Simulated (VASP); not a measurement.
# CdSe (Cadmoselite) (P6_3mc) in VASP: settings compared

Aim: see how the results for CdSe (Cadmoselite) move with the level of theory and the settings. Levels: PBE, PBEsol. Tasks: single point.

Program: VASP 6.6.1. These are calculated values, not measurements. Logs are shortened: lines on timing, memory, paths and dates and some standing lists are left out, and cuts for length are marked.

**Measured values to compare with.**

From a printed reference work, data compilation, for a bulk crystal of CdSe at 2 K: band gap 1.841 eV.

The runs below are set against these values where they give the same quantity.

## 1. The cell of the first run

It takes space group P6_3mc (No. 186, hexagonal). The conventional cell has a = 4.300 Å, b = 4.300 Å, c = 7.020 Å, α = 90.00°, β = 90.00°, γ = 120.00°. Within 3.4 Å of Cd (site symmetry 3m) lie 4 Se at 2.61 to 2.70 Å. Se (site symmetry 3m) has 4 Cd at 2.61 to 2.70 Å within 3.4 Å.

## 2. Single point, PBE

File INCAR:

```
PREC     = Accurate       # precision mode
ENCUT    = 520            # plane-wave cutoff, eV
EDIFF    = 1E-6           # SCF threshold, eV
ISMEAR   = -1             # smearing method
SIGMA    = 0.04           # smearing width, eV
LREAL    = F              # projectors in reciprocal space
LASPH    = T              # aspherical terms in the spheres
NELM     = 60             # most SCF steps
ALGO     = Normal         # electronic algorithm
ISIF     = 2              # what is computed and relaxed
LWAVE    = F              # write WAVECAR
LCHARG   = F              # write CHGCAR
GGA      = PE             # functional
NBANDS   = 26             # bands
```

File KPOINTS:

```
Automatic mesh
0
Gamma
  3 3 2
```

File POSCAR:

```
CdSe
1.0
    4.3000000000      0.0000000000      0.0000000000
   -2.1500000000      3.7239092363      0.0000000000
    0.0000000000      0.0000000000      7.0200000000
Cd Se
2 2
Direct
    0.6666666667      0.3333333333      0.5000000000
    0.3333333333      0.6666666667      0.0000000000
    0.6666666667      0.3333333333      0.8850000000
    0.3333333333      0.6666666667      0.3850000000
```

Potentials or basis: VASP PAW PBE potentials, release 64 (Cd, Se).

The run is started by

```
$ cat potpaw_PBE.64/Cd/POTCAR potpaw_PBE.64/Se/POTCAR > POTCAR
$ mpirun -np 1 vasp_std > vasp.out
```

OUTCAR:

```text
PREC = Accurate
   ENCUT = 520
   EDIFF = 1E-6
   ISMEAR = -1
   LREAL = F
   LASPH = T
   NELM = 60
   ISIF = 2
   GGA = PE

 ion  position               nearest neighbor table
   1  0.667  0.333  0.500-   4 2.61   4 2.61   4 2.61   3 2.70
   2  0.333  0.667  0.000-   3 2.61   3 2.61   3 2.61   4 2.70
   3  0.667  0.333  0.885-   2 2.61   2 2.61   2 2.61   1 2.70
   4  0.333  0.667  0.385-   1 2.61   1 2.61   1 2.61   2 2.70

  LATTYP: Found a hexagonal cell.
 ALAT       =     4.3000000000
 C/A-ratio  =     1.6325581395

  Lattice vectors:

 A1 = (   4.3000000000,   0.0000000000,   0.0000000000)
 A2 = (  -2.1500000000,   3.7239092363,   0.0000000000)
 A3 = (   0.0000000000,   0.0000000000,   7.0200000000)

Analysis of symmetry for initial positions (statically):
=====================================================================
 Subroutine PRICEL returns:
 Original cell was already a primitive cell.

 Routine SETGRP: Setting up the symmetry group for a
 hexagonal supercell.

 Subroutine GETGRP returns: Found 12 space group operations
 (whereof  6 operations were pure point group operations)
 out of a pool of 24 trial point group operations.

The static configuration has the point symmetry C_3v.
 The point group associated with its full space group is C_6v.

Analysis of symmetry for dynamics (positions and initial velocities):
=====================================================================
 Subroutine PRICEL returns:
 Original cell was already a primitive cell.

 Routine SETGRP: Setting up the symmetry group for a
 hexagonal supercell.

 Subroutine GETGRP returns: Found 12 space group operations
 (whereof  6 operations were pure point group operations)
 out of a pool of 24 trial point group operations.

The dynamic configuration has the point symmetry C_3v.
 The point group associated with its full space group is C_6v.

 Subroutine INISYM returns: Found 12 space group operations
 (whereof  6 operations are pure point group operations),
 and found     1 'primitive' translations

----------------------------------------------------------------------------------------

                                     Primitive cell

  volume of cell :     112.4099

  direct lattice vectors                    reciprocal lattice vectors
     4.300000000  0.000000000  0.000000000     0.232558140  0.134267504  0.000000000
    -2.150000000  3.723909236  0.000000000     0.000000000  0.268535009  0.000000000
     0.000000000  0.000000000  7.020000000     0.000000000  0.000000000  0.142450142

  length of vectors
     4.300000000  4.300000000  7.020000000     0.268535009  0.268535009  0.142450142

  position of ions in fractional coordinates (direct lattice)
     0.666666667  0.333333333  0.500000000
     0.333333333  0.666666667  0.000000000
     0.666666667  0.333333333  0.885000000
     0.333333333  0.666666667  0.385000000

  ion indices of the primitive-cell ions
   primitive index   ion index
                 1           1
                 2           2
                 3           3
                 4           4

----------------------------------------------------------------------------------------

 KPOINTS: Automatic mesh

Automatic generation of k-mesh.
 Grid dimensions read from file:
 generate k-points for:    3    3    2

 Generating k-lattice:

  Cartesian coordinates                     Fractional coordinates (reciprocal lattice)
     0.077519380  0.044755835  0.000000000     0.333333333  0.000000000  0.000000000
     0.000000000  0.089511670  0.000000000     0.000000000  0.333333333  0.000000000
     0.000000000  0.000000000  0.071225071     0.000000000  0.000000000  0.500000000

  Length of vectors
     0.089511670  0.089511670  0.071225071

  Shift w.r.t. Gamma in fractional coordinates (k-lattice)
     0.000000000  0.000000000  0.000000000

 Subroutine IBZKPT returns following result:
 ===========================================

 Found      6 irreducible k-points:

 Following reciprocal coordinates:
            Coordinates               Weight
  0.000000  0.000000  0.000000      1.000000
  0.333333 -0.000000  0.000000      6.000000
  0.333333  0.333333  0.000000      2.000000
  0.000000  0.000000  0.500000      1.000000
  0.333333 -0.000000  0.500000      6.000000
  0.333333  0.333333  0.500000      2.000000
   k-points           NKPTS =      6   k-points in BZ     NKDIM =      6   number of bands    NBANDS=     26
   number of dos      NEDOS =    301   number of ions     NIONS =      4
   total plane-waves  NPLWV =  55296
   dimension x,y,z NGX =    32 NGY =   32 NGZ =   54
   dimension x,y,z NGXF=    64 NGYF=   64 NGZF=  108
   ions per type =               2   2
   NGX,Y,Z   is equivalent  to a cutoff of  12.37, 12.37, 12.79 a.u.
   NGXF,Y,Z  is equivalent  to a cutoff of  24.74, 24.74, 25.58 a.u.
 SYSTEM =  unknown system
   PREC   = accura    normal or accurate (medium, high low for compatibility)
   ISTART =      0    job   : 0-new  1-cont  2-samecut
   ICHARG =      2    charge: 1-file 2-atom 10-const
   ISPIN  =      1    spin polarized calculation?
   LNONCOLLINEAR =      F non collinear calculations
   LSORBIT =      F    spin-orbit coupling
   LASPH  =      T    aspherical Exc in radial PAW
   ENCUT  =  520.0 eV  38.22 Ry    6.18 a.u.   8.00  8.00 13.05*2*pi/ulx,y,z
   NELM   =     60;   NELMIN=  2; NELMDL= -5     # of ELM steps
   EDIFF  = 0.1E-05   stopping-criterion for ELM
   LREAL  =      F    real-space projection
   EDIFFG = 0.1E-04   stopping-criterion for IOM
   NSW    =      0    number of steps for IOM
   IBRION =     -1    ionic relax: 0-MD 1-quasi-New 2-CG
   NFREE  =      0    steps in history (QN), initial steepest desc. (CG)
   ISIF   =      2    stress and relaxation
   ISYM   =      2    0-nonsym 1-usesym 2-fastsym
   POTIM  = 0.5000    time-step for ionic-motion
   TEBEG  =    0.0;   TEEND  =   0.0 temperature during run
   PSTRESS=    0.0 pullay stress
   NELECT =      36.0000    total number of electrons
   NUPDOWN=      -1.0000    fix difference up-down
   EMIN   =  10.00;   EMAX   =-10.00  energy-range for DOS
   EFERMI =   0.00;   METHOD = LEGACY
   ISMEAR =    -1;   SIGMA  =   0.04  broadening in eV -4-tet -1-fermi 0-gaus
   EFERMI_NEDOS =   21; number of points for ismear=-14 and -15
   IALGO  =     38    algorithm
   IMIX   =      4    mixing-type and parameters
     AMIX     =   0.40;   BMIX     =  1.00
     AMIX_MAG =   1.60;   BMIX_MAG =  1.00
  volume/ion in A,a.u.               =      28.10       189.64
  Fermi-wavevector in a.u.,A,eV,Ry     =   1.120059  2.116604 17.068937  1.254531
  Thomas-Fermi vector in A             =   2.256702
   LORBIT       =      0    0 simple, 1 ext, 2 COOP (PROOUT), +10 PAW based schemes
   GGA     = PE    functional components
   LHFCALC =     F    Hartree Fock is set to
   AEXX    =    0.0000 exact exchange contribution
   IVDW    =     0    specifies the selected vdW correction
   LEPSILON=     F    determine dielectric tensor
   LRPA    =     F    only Hartree local field effects (RPA)
 non-spin polarized calculation
  energy-cutoff  :      520.00
  volume of cell :      112.41
 maximum number of plane-waves:      3042
 NGX is ok and might be reduce to    32
   NGX = 15   NGY = 15   NGZ = 27

 number of electron      35.9999998 magnetization

 Free energy of the ion-electron system (eV)
  ---------------------------------------------------
  ext. energy  EPLUGINS =         0.00000000
  ---------------------------------------------------
  free energy    TOTEN  =       -10.68315681 eV

  energy without entropy =      -10.68312792  energy(sigma->0) =      -10.68314237

 E-fermi :   1.3436     XC(G=0):  -8.8608

 val. band max:        0.9848713899   @ k =   0.0000   0.0000   0.0000
 cond. band min:       1.6629268870   @ k =   0.0000   0.0000   0.0000
 fundamental gap:      0.6780554972
 Fermi energy:         1.3436131976

 k-point     1 :       0.0000    0.0000    0.0000
  band No.  band energies     occupation
      1     -11.6025      2.00000
      2     -11.2347      2.00000
      3      -6.9974      2.00000
      4      -6.9974      2.00000
      5      -6.9420      2.00000
      6      -6.9420      2.00000
[... 18 lines left out ...]
     25       7.9453      0.00000
     26       8.7070      0.00000

 k-point     2 :       0.3333   -0.0000    0.0000
  band No.  band energies     occupation
      1     -11.3337      2.00000
      2     -11.1251      2.00000
      3      -6.9062      2.00000
      4      -6.8996      2.00000
      5      -6.8108      2.00000
      6      -6.7821      2.00000
[... 18 lines left out ...]
     25       8.8262      0.00000
     26       9.1806      0.00000

 k-point     3 :       0.3333    0.3333    0.0000
  band No.  band energies     occupation
      1     -11.1355      2.00000
      2     -11.1355      2.00000
      3      -6.9106      2.00000
      4      -6.7751      2.00000
      5      -6.7751      2.00000
      6      -6.7583      2.00000
[... 18 lines left out ...]
     25       8.7014      0.00000
     26       8.7014      0.00000

 k-point     4 :       0.0000    0.0000    0.5000
  band No.  band energies     occupation
      1     -11.4173      2.00000
      2     -11.4173      2.00000
      3      -6.9739      2.00000
      4      -6.9739      2.00000
      5      -6.9739      2.00000
      6      -6.9739      2.00000
[... 18 lines left out ...]
     25       7.2056      0.00000
     26       7.2056      0.00000

 k-point     5 :       0.3333   -0.0000    0.5000
  band No.  band energies     occupation
      1     -11.2235      2.00000
      2     -11.2235      2.00000
      3      -6.8647      2.00000
      4      -6.8647      2.00000
      5      -6.8576      2.00000
      6      -6.8576      2.00000
[... 18 lines left out ...]
     25       8.7433      0.00000
     26       8.7433      0.00000

 k-point     6 :       0.3333    0.3333    0.5000
  band No.  band energies     occupation
      1     -11.1278      2.00000
      2     -11.1278      2.00000
      3      -6.8230      2.00000
      4      -6.8230      2.00000
      5      -6.8134      2.00000
      6      -6.8134      2.00000
[... 18 lines left out ...]
     25       9.7183      0.00000
     26       9.7183      0.00000

------------------------ aborting loop because EDIFF is reached ----------------------------------------

  FORCE on cell =-STRESS in cart. coord.  units (eV):
  Direction    XX          YY          ZZ          XY          YZ          ZX
  --------------------------------------------------------------------------------------
  -------------------------------------------------------------------------------------
  Total        3.3549548      3.3549548      1.1526853      0.0000000      0.0000000      0.0000000
  in kB       47.8181309     47.8181309     16.4292099      0.0000000      0.0000000      0.0000000
  external PRESSURE =      37.3551572 kB  Pullay stress =       0.0000000 kB

 VOLUME and BASIS-vectors are now :
 -----------------------------------------------------------------------------
  energy-cutoff  :      520.00
  volume of cell :      112.41
      direct lattice vectors                 reciprocal lattice vectors
     4.300000000  0.000000000  0.000000000     0.232558140  0.134267504  0.000000000
    -2.150000000  3.723909236  0.000000000     0.000000000  0.268535009  0.000000000
     0.000000000  0.000000000  7.020000000     0.000000000  0.000000000  0.142450142

 POSITION                                       TOTAL-FORCE (eV/Angst)
 -----------------------------------------------------------------------------------
      2.15000      1.24130      3.51000         0.000000      0.000000      0.346517
     -0.00000      2.48261      0.00000         0.000000      0.000000      0.346517
      2.15000      1.24130      6.21270        -0.000000      0.000000     -0.346517
     -0.00000      2.48261      2.70270        -0.000000     -0.000000     -0.346517
 -----------------------------------------------------------------------------------
    total drift:                               -0.000000     -0.000000      0.000061

  FREE ENERGIE OF THE ION-ELECTRON SYSTEM (eV)
  ---------------------------------------------------
  free  energy   TOTEN  =       -10.6831568082 eV

  energy  without entropy=      -10.6831279227  energy(sigma->0) =      -10.68314237
```

Wall time 12 s (1 thread of AMD EPYC 9R45 (Zen 5), shared host); peak memory 0.19 GiB.

What came out:

```yaml
Free_energy: -10.6832 eV
Pressure: 3.7 GPa
Largest_force: 0.347 eV/Å
Band_gap_on_the_k_mesh: 0.68 eV, direct
```

Forces on the atoms (eV/Å):
```
Cd   0.000  0.000  0.347
Cd   0.000  0.000  0.347
Se   0.000  0.000 -0.347
Se   0.000  0.000 -0.347
```

Stress tensor (GPa, compression positive):
```
4.78 0.00 0.00
0.00 4.78 0.00
0.00 0.00 1.64
```

Caveat: the k points lie up to 0.56 Å⁻¹ apart.

## 3. Single point, PBEsol

File INCAR:

```
PREC = Accurate
ENCUT = 520
EDIFF = 1E-6
ISMEAR = -1
SIGMA = 0.05
LREAL = False
LASPH = True
NELM = 60
ALGO = Normal
ISIF = 2
LWAVE = False
LCHARG = False
GGA = PS
NBANDS = 26
```

File KPOINTS:

```
regular mesh
0
Gamma
  7 7 4
```

POSCAR is that of step 2.

Potentials or basis: VASP PAW PBE potentials, release 64 (Cd, Se).

The run is started by

```
$ cat potpaw_PBE.64/Cd/POTCAR potpaw_PBE.64/Se/POTCAR > POTCAR
$ mpirun -np 1 vasp_std > vasp.out
```

Run time: 62 s. Hardware: 1 thread of AMD EPYC 7R43 (Zen 3), shared host; peak memory 0.21 GiB.

It converged, with:

```
Free energy            : -12.3306 eV
Pressure               : 0.5 GPa
Largest force          : 0.275 eV/Å
Band gap on the k mesh : 0.58 eV, direct
```

Forces in eV/Å, atoms in the order of the input:
```
Cd   0.000  0.000  0.275
Cd   0.000  0.000  0.275
Se   0.000  0.000 -0.275
Se   0.000  0.000 -0.275
```

Stress tensor (GPa, compression positive):
```
 1.13  0.00  0.00
 0.00  1.13  0.00
 0.00  0.00 -0.77
```

Levels at points of the mesh, in eV from the valence-band top:
```
           k point  band 14  band 15  band 16  band 17  band 18  band 19  band 20  band 21  band 22  band 23
(0.00, 0.00, 0.00)    -0.73    -0.73    -0.01     0.00     0.00     0.58     2.01     5.79     5.79     6.05
(0.00, 0.00, 0.50)    -2.61    -0.38    -0.38    -0.38    -0.38     2.24     2.24     5.72     5.72     6.18
```

Caveat: the PAW data sets were made with another functional, which shifts forces and pressure a little.

## 4. Against experiment

Step 3. A measured gap of CdSe is 1.841 eV (2 K; a printed reference work, data compilation); the calculated 0.58 eV misses it by -1.26 eV. So large a miss can be the level of theory's own, or it may mean another phase, state or a wrong row. Spin-orbit coupling on Cd, Se is left out. The value is that of PBEsol, without temperature or zero-point motion. Semilocal functionals fall short of measured gaps as a rule.
